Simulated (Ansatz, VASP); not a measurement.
**Rh: VASP beside Ansatz**

```
Rh
1.0
     0.00000    1.93884    1.93884
     1.93884    0.00000    1.93884
     1.93884    1.93884    0.00000
Rh
1
Direct
  0.00000 0.00000 0.00000
```

Change from the starting cell: volume scaled by 1.06, PAW files.

Alike in both runs: task electric field gradients; functional PBE; k mesh 16 × 16 × 16; occupations fermi-dirac, width 0.08 eV; no spin polarisation.

|  | VASP | Ansatz |
| --- | --- | --- |
| version | VASP 6.6.1 | Ansatz 0.2.0 |
| potentials or method | VASP PAW PBE potentials, release 64 (Rh_pv) | PAW with Ansatz's default frozen-core files, scalar-relativistic |
| plane-wave cutoff (eV) | 520 | 420 |
| valence electrons in the cell | 15 | 17 |

```tsv
	VASP	Ansatz	Ansatz less VASP
pressure (GPa)	-8.3	-8.4	-0.04
Vzz of the field gradient on the site that differs most (V/Å²)	0.0	0.0	0.00
```

With one functional, cell and mesh, what is left measures potentials, basis and numerics. The two sets of potentials don't hold the same shells in valence. Ansatz warned: «gradients_without_spin_orbit».
